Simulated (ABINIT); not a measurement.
# Se (P3_121) in ABINIT: single point with LDA

Aim: the single point of Se with LDA.

Program: ABINIT 10.8.3 (patched build). These are calculated values, not measurements. Logs are shortened: lines on timing, memory, paths and dates and some standing lists are left out, and cuts for length are marked. The log counts tension as positive stress, the text compression.

## Step 1: The undisturbed crystal

The structure is trigonal, space group P3_121 (No. 152). Conventional cell: a = 4.366 Å, b = 4.366 Å, c = 4.954 Å, α = 90.00°, β = 90.00°, γ = 120.00°. Around Se (site symmetry 2) lie 2 Se at 2.37 Å.

## Step 2: Single point, LDA (cell strained at random)

Input file run.abi:

```
# Pseudopotentials
pp_dirpath "./"
pseudos "Se.upf"

# Structure
acell 8.4393729412 8.1293197998 9.3219993392
rprim
     0.9999194266     0.0079817752     0.0098707460
    -0.5118522500     0.8590572269    -0.0052872592
     0.0101382739    -0.0001869049     0.9999485889
ntypat 1
znucl 34
natom 3
typat 1 1 1
xred
     0.7746000000     0.7746000000     0.0000000000
     0.0000000000     0.2254000000     0.6666666667
     0.2254000000     0.0000000000     0.3333333333
chkprim 0
chksymtnons 0
tolsym 1.0e-6

# Plane-wave basis
ecut 40.0

# k points
kptopt 1
ngkpt 5 5 4
nshiftk 1
shiftk 0.0 0.0 0.0

# Exchange and correlation
ixc 7

# Bands and occupations
nband 29
occopt 3
tsmear 0.00183747

# SCF cycle
nstep 100
tolvrs 1.0e-10

# Output
iomode 3
prtwf 0
prteig 0
prtebands 0
prtden 1
prtvha 1
prtvclmb 1
prtpot 1
prtelf 1
```

Potentials or basis: PseudoDojo NC SR LDA v0.4.1 standard.

Launch:

```console
$ abinit run.abi > log 2>&1
```

run.abo:

```text
.Version 10.8.3 of ABINIT
 Symmetries : space group P1 (#  1); Bravais aP (primitive triclinic)
================================================================================
 Values of the parameters that define the memory need of the present run
     intxc =       0    ionmov =       0      iscf =       7    lmnmax =       6
     lnmax =       6     mgfft =      54  mpssoang =       3    mqgrid =    3001
     natom =       3  nloc_mem =       1    nspden =       1   nspinor =       1
    nsppol =       1      nsym =       1    n1xccc =    2501    ntypat =       1
    occopt =       3   xclevel =       1
       mpw =        6690          nfft =      129600          nkpt =          51
================================================================================
================================================================================

--------------------------------------------------------------------------------
------------- Echo of variables that govern the present computation ------------
--------------------------------------------------------------------------------
 -outvars: echo values of preprocessed input variables --------
            acell      8.4393729412E+00  8.1293197998E+00  9.3219993392E+00 Bohr
              amu      7.89600000E+01
          chkprim           0
      chksymtnons           0
             ecut      4.00000000E+01 Hartree
                       outvar_i_n : Printing only first  50 k-points.
              ixc           7
                       outvar_i_n : Printing only first  50 k-points.
         kptrlatt        5    0    0      0    5    0      0    0    4
          kptrlen      3.72879974E+01
            natom           3
            nband          29
            ngfft          50      48      54
             nkpt          51
            nstep         100
             nsym           1
           ntypat           1
                       prtocc : prtvol=0, do not print more k-points.
           occopt           3
        prtebands           0
           prteig           0
           prtelf           1
           prtpot           1
         prtvclmb           1
           prtvha           1
            prtwf           0
            rprim      9.9991942660E-01  7.9817752000E-03  9.8707460000E-03
                      -5.1185225000E-01  8.5905722690E-01 -5.2872592000E-03
                       1.0138273900E-02 -1.8690490000E-04  9.9994858890E-01
          spgroup           1
           tolsym      1.00000000E-06
           tolvrs      1.00000000E-10
           tsmear      1.83747000E-03 Hartree
            typat      1  1  1
                       outvars : Printing only first  50 k-points.
           xangst      1.7534248381E+00  2.8901735754E+00  1.6527639975E-02
                      -4.6296963127E-01  8.3235914723E-01  3.2833639415E+00
                       1.0232087915E+00  7.7272751096E-03  1.6541814148E+00
            xcart      3.3134927264E+00  5.4616365138E+00  3.1232713061E-02
                      -8.7488580771E-01  1.5729308267E+00  6.2046586212E+00
                       1.9335843856E+00  1.4602433657E-02  3.1259498365E+00
             xred      7.7460000000E-01  7.7460000000E-01 -9.4730667952E-19
                       9.6522277748E-18  2.2540000000E-01  6.6666666670E-01
                       2.2540000000E-01 -2.6122716010E-19  3.3333333330E-01
            znucl       34.00000

================================================================================

 chkinp: Checking input parameters for consistency.

================================================================================
== DATASET  1 ==================================================================

--- !DatasetInfo
iteration_state: {dtset: 1, }
dimensions: {natom: 3, nkpt: 51, mband: 29, nsppol: 1, nspinor: 1, nspden: 1, mpw: 6690, }
cutoff_energies: {ecut:  40.0, pawecutdg:  -1.0, }
electrons: {nelect:   4.80000000E+01, charge:   0.00000000E+00, occopt:   3.00000000E+00, tsmear:   1.83747000E-03, }
meta: {optdriver: 0, ionmov: 0, optcell: 0, iscf: 7, paral_kgb: 0, }
...

 Exchange-correlation functional for the present dataset will be:
  LDA: Perdew-Wang 92 LSD fit to Ceperley-Alder data - ixc=7
  J.P.Perdew and Y.Wang, PRB 45, 13244 (1992)

 Real(R)+Recip(G) space primitive vectors, cartesian coordinates (Bohr,Bohr^-1):
 R(1)=  8.4386930  0.0673612  0.0833029  G(1)=  0.1179525  0.0702724 -0.0011828
 R(2)= -4.1610106  6.9835509 -0.0429818  G(2)= -0.0011380  0.1425158  0.0000382
 R(3)=  0.0945090 -0.0017423  9.3215201  G(3)= -0.0010593  0.0000291  0.1072894
 Unit cell volume ucvol=  5.5189366E+02 bohr^3
 Angles (23,13,12)=  9.06094580E+01  8.88536525E+01  1.20331777E+02 degrees

 getcut: wavevector=  0.0000  0.0000  0.0000  ngfft=  50  48  54
         ecut(hartree)=     40.000   => boxcut(ratio)=   2.03506

--- Pseudopotential description ------------------------------------------------
- pspini: atom type   1  psp file is ./Se.upf
12 -1012 2 -1 1198                            pspcod,pspxc,lmax,lloc,mmax
     nproj     2     2     2

   4.08629876E+03                                ecore*ucvol(ha*bohr**3)
--------------------------------------------------------------------------------

================================================================================

--- !BeginCycle
iteration_state: {dtset: 1, }
solver: {iscf: 7, nstep: 100, nline: 4, wfoptalg: 0, }
tolerances: {tolvrs: 1.00E-10, }
...

     iter   Etot(hartree)      deltaE(h)  residm     vres2
 ETOT  1  -360.83924217108    -3.608E+02 1.865E+00 7.851E+01
 ETOT  2  -363.52304127459    -2.684E+00 4.742E-02 9.041E+01
 ETOT  3  -363.53469425306    -1.165E-02 1.924E-02 1.562E+01
 ETOT  4  -363.53649097326    -1.797E-03 8.817E-03 4.163E+00
 ETOT  5  -363.53705657305    -5.656E-04 4.529E-03 5.547E-02
 ETOT  6  -363.53706332884    -6.756E-06 1.468E-03 8.997E-04
 ETOT  7  -363.53706336850    -3.966E-08 8.544E-04 2.627E-04
 ETOT  8  -363.53706340095    -3.245E-08 4.059E-04 9.789E-06
 ETOT  9  -363.53706340134    -3.823E-10 3.044E-04 1.234E-06
 ETOT 10  -363.53706340145    -1.184E-10 1.213E-04 1.010E-07
 ETOT 11  -363.53706340146    -3.638E-12 8.939E-05 1.638E-09
 ETOT 12  -363.53706340146    -1.990E-12 3.348E-05 2.820E-10
 ETOT 13  -363.53706340147    -6.708E-12 3.417E-05 1.751E-11

 At SCF step   13       vres2   =  1.75E-11 < tolvrs=  1.00E-10 =>converged.

 Compute ELF
--------------------------------------------------------------------------------

 Compute kinetic energy density

 Compute gradient of the electron density
 Electron Localization Function (ELF) [min:0;max:1]
)     Maximum=    8.7983E-01  at reduced coord.    0.7600    0.1875    0.5741
)     Minimum=    0.0000E+00  at reduced coord.    0.2200    0.0000    0.3333
   Integrated=    1.7404E+02

--------------------------------------------------------------------------------
 End of ELF section

 Cartesian components of stress tensor (hartree/bohr^3)
  sigma(1 1)=  8.10606668E-05  sigma(3 2)=  2.67693792E-05
  sigma(2 2)=  4.42060178E-05  sigma(3 1)=  4.17331786E-05
  sigma(3 3)=  2.00274960E-06  sigma(2 1)=  2.04539309E-05

--- !ResultsGS
iteration_state: {dtset: 1, }
comment   : Summary of ground state results
lattice_vectors:
- [  8.4386930,   0.0673612,   0.0833029, ]
- [ -4.1610106,   6.9835509,  -0.0429818, ]
- [  0.0945090,  -0.0017423,   9.3215201, ]
lattice_lengths: [   8.43937,    8.12932,    9.32200, ]
lattice_angles: [ 90.609,  88.854, 120.332, ] # degrees, (23, 13, 12)
lattice_volume:   5.5189366E+02
convergence: {deltae: -6.708E-12, res2:  1.751E-11, residm:  3.417E-05, diffor: null, }
etotal    :  -3.63537063E+02
entropy   :   0.00000000E+00
fermie    :   1.23378233E-01
cartesian_stress_tensor: # hartree/bohr^3
- [  8.10606668E-05,   2.04539309E-05,   4.17331786E-05, ]
- [  2.04539309E-05,   4.42060178E-05,   2.67693792E-05, ]
- [  4.17331786E-05,   2.67693792E-05,   2.00274960E-06, ]
pressure_GPa:  -1.2481E+00
xred      :
- [  7.7460E-01,   7.7460E-01,  -9.4731E-19, Se]
- [  9.6522E-18,   2.2540E-01,   6.6667E-01, Se]
- [  2.2540E-01,  -2.6123E-19,   3.3333E-01, Se]
cartesian_forces: # hartree/bohr
- [  1.25288489E-03,  -5.24589020E-03,   5.74870257E-03, ]
- [ -3.47012499E-03,   7.99866825E-03,  -3.82198227E-05, ]
- [  2.21724010E-03,  -2.75277805E-03,  -5.71048275E-03, ]
force_length_stats: {min:   6.71591794E-03, max:   8.71905511E-03, mean:   7.77255148E-03, }
...

 Integrated electronic density in atomic spheres:
 ------------------------------------------------
 Atom  Sphere_radius  Integrated_density
    1        2.00000         13.17997800
    2        2.00000         13.19042917
    3        2.00000         13.17551814
================================================================================

 ----iterations are completed or convergence reached----

 Mean square residual over all n,k,spin=   68.072E-09; max=  34.175E-06
 reduced coordinates (array xred) for    3 atoms
       0.774600000000      0.774600000000     -0.000000000000
       0.000000000000      0.225400000000      0.666666666700
       0.225400000000     -0.000000000000      0.333333333300
 rms dE/dt=  4.0101E-02; max dE/dt=  5.3016E-02; dE/dt below (all hartree)
    1      -0.010698306737      0.042095349309     -0.053714179276
    2       0.028747621894     -0.070299925897      0.000698177237
    3      -0.018049559795      0.028204729246      0.053016050372

 cartesian coordinates (angstrom) at end:
    1      1.75342483812101     2.89017357536701     0.01652763997543
    2     -0.46296963127026     0.83235914722786     3.28336394153704
    3      1.02320879153801     0.00772727510956     1.65418141478650

 cartesian forces (hartree/bohr) at end:
    1      0.00125288489095    -0.00524589020233     0.00574870256825
    2     -0.00347012499399     0.00799866824855    -0.00003821982268
    3      0.00221724010304    -0.00275277804622    -0.00571048274556
 frms,max,avg= 4.5124783E-03 7.9986682E-03   9.694E-09 -1.522E-09 -1.827E-09 h/b

 cartesian forces (eV/Angstrom) at end:
    1      0.06442593144616    -0.26975452014076     0.29561017156619
    2     -0.17844100171343     0.41130805867660    -0.00196534230230
    3      0.11401507026727    -0.14155353853584    -0.29364482926389
 frms,max,avg= 2.3204096E-01 4.1130806E-01   4.985E-07 -7.827E-08 -9.395E-08 e/A
 length scales=  8.439372941200  8.129319799800  9.321999339200 bohr
              =  4.465923831765  4.301850775278  4.932989607011 angstroms
 Fermi (or HOMO) energy (hartree) =   0.12338   Average Vxc (hartree)=  -0.36488
 Eigenvalues (hartree) for nkpt=  51  k points:
 kpt#   1, nband= 29, wtk=  0.01000, kpt=  0.0000  0.0000  0.0000 (reduced coord)
  -1.67521   -1.67444   -1.67328   -1.67251   -1.67219   -1.67082   -1.66597   -1.66406
  -1.66375   -1.66363   -1.66185   -1.66183   -1.66158   -1.65979   -1.65930   -0.47826
  -0.33016   -0.32282   -0.03695   -0.03472   -0.03234    0.03034    0.03233    0.09192
   0.16692    0.17651    0.18560    0.32073    0.34037
      occupation numbers for kpt#   1
   2.00000    2.00000    2.00000    2.00000    2.00000    2.00000    2.00000    2.00000
   2.00000    2.00000    2.00000    2.00000    2.00000    2.00000    2.00000    2.00000
   2.00000    2.00000    2.00000    2.00000    2.00000    2.00000    2.00000    2.00000
   0.00000    0.00000    0.00000    0.00000    0.00000
 prteigrs : prtvol=0 or 1, do not print more k-points.

--- !EnergyTerms
iteration_state     : {dtset: 1, }
comment             : Components of total free energy in Hartree
kinetic             :  2.34982937562101E+02
hartree             :  1.14928734993149E+02
xc                  : -7.14927120367646E+01
Ewald energy        : -1.82925085096773E+02
psp_core            :  7.40414144461774E+00
local_psp           : -3.13580712913816E+02
non_local_psp       : -1.52854367100692E+02
internal            : -3.63537063148178E+02
'-kT*entropy'       : -2.53287783131267E-07
total_energy        : -3.63537063401466E+02
total_energy_eV     : -9.89234744694697E+03
band_energy         : -5.22968671338493E+01
...

 Cartesian components of stress tensor (hartree/bohr^3)
  sigma(1 1)=  8.10606668E-05  sigma(3 2)=  2.67693792E-05
  sigma(2 2)=  4.42060178E-05  sigma(3 1)=  4.17331786E-05
  sigma(3 3)=  2.00274960E-06  sigma(2 1)=  2.04539309E-05

-Cartesian components of stress tensor (GPa)         [Pressure= -1.2481E+00 GPa]
- sigma(1 1)=  2.38488716E+00  sigma(3 2)=  7.87582326E-01
- sigma(2 2)=  1.30058594E+00  sigma(3 1)=  1.22783250E+00
- sigma(3 3)=  5.89229275E-02  sigma(2 1)=  6.01775423E-01

== END DATASET(S) ==============================================================
================================================================================

 -outvars: echo values of variables after computation  --------
            acell      8.4393729412E+00  8.1293197998E+00  9.3219993392E+00 Bohr
           etotal     -3.6353706340E+02
            fcart      1.2528848909E-03 -5.2458902023E-03  5.7487025682E-03
                      -3.4701249940E-03  7.9986682485E-03 -3.8219822684E-05
                       2.2172401030E-03 -2.7527780462E-03 -5.7104827456E-03
            rprim      9.9991942660E-01  7.9817752000E-03  9.8707460000E-03
                      -5.1185225000E-01  8.5905722690E-01 -5.2872592000E-03
                       1.0138273900E-02 -1.8690490000E-04  9.9994858890E-01
           strten      8.1060666819E-05  4.4206017752E-05  2.0027495979E-06
                       2.6769379169E-05  4.1733178554E-05  2.0453930898E-05
           xangst      1.7534248381E+00  2.8901735754E+00  1.6527639975E-02
                      -4.6296963127E-01  8.3235914723E-01  3.2833639415E+00
                       1.0232087915E+00  7.7272751096E-03  1.6541814148E+00
             xred      7.7460000000E-01  7.7460000000E-01 -9.4730667952E-19
                       9.6522277748E-18  2.2540000000E-01  6.6666666670E-01
                       2.2540000000E-01 -2.6122716010E-19  3.3333333330E-01
 Calculation completed.
```

It took 6.8 min on 1 thread of Arm Neoverse V1, shared host; peak memory 0.22 GiB.

What came out:

| Quantity | Value |
| --- | --- |
| Free energy | -9892.3474 eV |
| Pressure | -1.2 GPa |
| Largest force | 0.448 eV/Å |
| Band gap on the k mesh | 0.88 eV, indirect (least direct gap 1.27 eV) |
| Valence electrons inside the program's atomic spheres | Se 13.18, 13.19 (radii [1.0584] Å) |

Forces in eV/Å, atoms in the order of the input:
```
Se   0.064 -0.270  0.296
Se  -0.178  0.411 -0.002
Se   0.114 -0.142 -0.294
```

Levels at points of the mesh, in eV from the valence-band top:
```
           k point  band 21  band 22  band 23  band 24  band 25  band 26  band 27  band 28
(0.00, 0.00, 0.00)    -3.76    -2.05    -2.00    -0.38     1.66     1.92     2.17     5.85
(0.00, 0.00, 0.50)    -3.34    -1.60    -1.50    -1.05     0.88     1.21     1.36     6.25
```

Caveat: an odd mesh through Γ misses points on the zone boundary, where band edges often lie.
